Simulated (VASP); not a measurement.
# SrTe (Fm-3m) in VASP: further runs, part 2 of 2

VASP 6.6.1.

### Step 3. Band structure, HSE06

POSCAR

```
SrTe                                    
1.0
    0.0000000000      3.3076002723      3.3076002723
    3.3076002723      0.0000000000      3.3076002723
    3.3076002723      3.3076002723      0.0000000000
  Te              Sr            
     1     1
Direct
     0.5000000000000000    0.5000000000000000    0.5000000000000000
     0.0000000000000000    0.0000000000000000    0.0000000000000000
```

INCAR.step1

```
SYSTEM = SrTe
  PREC = Accurate
  ENCUT = 520
  EDIFF = 1E-5
  ISMEAR = 0
  SIGMA = 0.03
  LREAL = .FALSE.
  LASPH = .TRUE.
  NELM = 80
  ALGO = Normal
  ISIF = 2
  LWAVE = .TRUE.
  LCHARG = .FALSE.
  NBANDS = 15
  GGA = PE
```

INCAR.step2

```
SYSTEM = SrTe
  PREC = Accurate
  ENCUT = 520
  EDIFF = 1E-6
  ISMEAR = 0
  SIGMA = 0.03
  LREAL = .FALSE.
  LASPH = .TRUE.
  NELM = 80
  ALGO = Normal
  ISIF = 2
  LWAVE = .FALSE.
  LCHARG = .FALSE.
  GGA = PE
  LHFCALC = .TRUE.
  HFSCREEN = 0.2
  PRECFOCK = Fast
  NBANDS = 15
  ISTART = 1
```

KPOINTS

```
regular mesh
0
G
  4 4 4
  0 0 0
```

KPOINTS_OPT

```
explicit points
9
Reciprocal
 0.0000000000  0.0000000000  0.0000000000 1
 0.3750000000  0.3750000000  0.7500000000 1
 0.5000000000  0.5000000000  0.5000000000 1
 0.6250000000  0.2500000000  0.6250000000 1
 0.5000000000  0.2500000000  0.7500000000 1
 0.5000000000  0.0000000000  0.5000000000 1
 0.4000000000  0.0000000000  0.4000000000 1
 0.4250000000  0.0000000000  0.4250000000 1
 0.4500000000  0.0000000000  0.4500000000 1
```

Potentials or basis: VASP PAW PBE potentials, release 64 (Te, Sr_sv).

The run is started by

```console
$ cat potpaw_PBE.64/Te/POTCAR potpaw_PBE.64/Sr_sv/POTCAR > POTCAR
$ cp INCAR.step1 INCAR
$ mpirun -np 1 vasp_std > vasp.out
$ cp INCAR.step2 INCAR
$ mpirun -np 1 vasp_std > vasp.out
```

OUTCAR:

```text
SYSTEM = SrTe
   PREC = Accurate
   ENCUT = 520
   EDIFF = 1E-6
   ISMEAR = 0
   LREAL = .FALSE.
   LASPH = .TRUE.
   NELM = 80
   ISIF = 2
   GGA = PE
   LHFCALC = .TRUE.
   HFSCREEN = 0.2
   PRECFOCK = Fast
   ISTART = 1

 ion  position               nearest neighbor table
   1  0.500  0.500  0.500-   2 3.31   2 3.31   2 3.31   2 3.31   2 3.31   2 3.31
   2  0.000  0.000  0.000-   1 3.31   1 3.31   1 3.31   1 3.31   1 3.31   1 3.31

  LATTYP: Found a face centered cubic cell.
 ALAT       =     6.6152005446

  Lattice vectors:

 A1 = (   0.0000000000,   3.3076002723,   3.3076002723)
 A2 = (   3.3076002723,   0.0000000000,   3.3076002723)
 A3 = (   3.3076002723,   3.3076002723,   0.0000000000)

Analysis of symmetry for initial positions (statically):
=====================================================================
 Subroutine PRICEL returns:
 Original cell was already a primitive cell.

 Routine SETGRP: Setting up the symmetry group for a
 face centered cubic supercell.

 Subroutine GETGRP returns: Found 48 space group operations
 (whereof 48 operations were pure point group operations)
 out of a pool of 48 trial point group operations.

The static configuration has the point symmetry O_h .

Analysis of symmetry for dynamics (positions and initial velocities):
=====================================================================
 Subroutine PRICEL returns:
 Original cell was already a primitive cell.

 Routine SETGRP: Setting up the symmetry group for a
 face centered cubic supercell.

 Subroutine GETGRP returns: Found 48 space group operations
 (whereof 48 operations were pure point group operations)
 out of a pool of 48 trial point group operations.

The dynamic configuration has the point symmetry O_h .

 Subroutine INISYM returns: Found 48 space group operations
 (whereof 48 operations are pure point group operations),
 and found     1 'primitive' translations

[... 115 lines left out ...]
   LRPA    =     F    only Hartree local field effects (RPA)
 non-spin polarized calculation
 Gauss-broadening in eV      SIGMA  =   0.03
  energy-cutoff  :      520.00
  volume of cell :       72.37
 maximum number of plane-waves:      1964
 NGX is ok and might be reduce to    36
  NGX = 20; NGY = 20; NGZ = 20

 number of electron      16.0000000 magnetization

 Free energy of the ion-electron system (eV)
  ---------------------------------------------------
  ext. energy  EPLUGINS =         0.00000000
  ---------------------------------------------------
  free energy    TOTEN  =        -9.46382822 eV

  energy without entropy =       -9.46382822  energy(sigma->0) =       -9.46382822

 E-fermi :   2.6402     XC(G=0):  -7.1819

 val. band max:        2.4783739295   @ k =   0.0000   0.0000   0.0000
 cond. band min:       4.8776591403   @ k =   0.5000   0.5000   0.0000
 fundamental gap:      2.3992852108
 Fermi energy:         2.6401702853

 k-point     1 :       0.0000    0.0000    0.0000
  band No.  band energies     occupation
      1     -34.6469      2.00000
      2     -15.3662      2.00000
      3     -15.3662      2.00000
      4     -15.3662      2.00000
      5      -8.4788      2.00000
      6       2.4784      2.00000
      7       2.4784      2.00000
      8       2.4784      2.00000
      9       6.2044      0.00000
     10       6.6500      0.00000
     11       6.6500      0.00000
     12       6.6500      0.00000
     13       7.3587      0.00000
     14       7.3587      0.00000
[... 113 lines left out ...]
      2     -15.4414      2.00000
      3     -15.4414      2.00000
      4     -15.4191      2.00000
      5      -7.8068      2.00000
      6       0.7080      2.00000
      7       0.7080      2.00000
      8       0.8019      2.00000
      9       7.3383      0.00000
     10       7.3383      0.00000
     11       7.9620      0.00000
     12       9.4092      0.00000
     13       9.9615      0.00000
     14      11.1961      0.00000
     15      12.2078      0.00000

------------------------ aborting loop because EDIFF is reached ----------------------------------------

  FORCE on cell =-STRESS in cart. coord.  units (eV):
  Direction    XX          YY          ZZ          XY          YZ          ZX
  --------------------------------------------------------------------------------------
  -------------------------------------------------------------------------------------
  Total        0.6262908      0.6262908      0.6262908     -0.0000000      0.0000000     -0.0000000
  in kB       13.8649256     13.8649256     13.8649256     -0.0000000      0.0000000     -0.0000000
  external PRESSURE =      13.8649256 kB  Pullay stress =       0.0000000 kB

 VOLUME and BASIS-vectors are now :
 -----------------------------------------------------------------------------
  energy-cutoff  :      520.00
  volume of cell :       72.37
      direct lattice vectors                 reciprocal lattice vectors
     0.000000000  3.307600272  3.307600272    -0.151166997  0.151166997  0.151166997
     3.307600272  0.000000000  3.307600272     0.151166997 -0.151166997  0.151166997
     3.307600272  3.307600272  0.000000000     0.151166997  0.151166997 -0.151166997

 POSITION                                       TOTAL-FORCE (eV/Angst)
 -----------------------------------------------------------------------------------
      3.30760      3.30760      3.30760         0.000000      0.000000      0.000000
      0.00000      0.00000      0.00000        -0.000000     -0.000000     -0.000000
 -----------------------------------------------------------------------------------
    total drift:                               -0.000000      0.000000      0.000000

  FREE ENERGIE OF THE ION-ELECTRON SYSTEM (eV)
  ---------------------------------------------------
  free  energy   TOTEN  =        -9.4638282183 eV

  energy  without entropy=       -9.4638282183  energy(sigma->0) =       -9.46382822
```

Wall time 5.7 min (1 thread of Intel Xeon 6975P-C (Granite Rapids), shared host); peak memory 0.31 GiB.

Results:

```yaml
Free_energy: -9.4638 eV
Pressure: 1.4 GPa
Band_gap_on_the_k_mesh: 2.40 eV, indirect (least direct gap 3.24 eV)
Band_gap_along_the_path: 2.40 eV, indirect (least direct gap 3.24 eV)
```

Caveat: the PAW data sets were made with another functional, which shifts forces and pressure a little; spin-orbit coupling is left out, which moves the levels of the heavy elements.
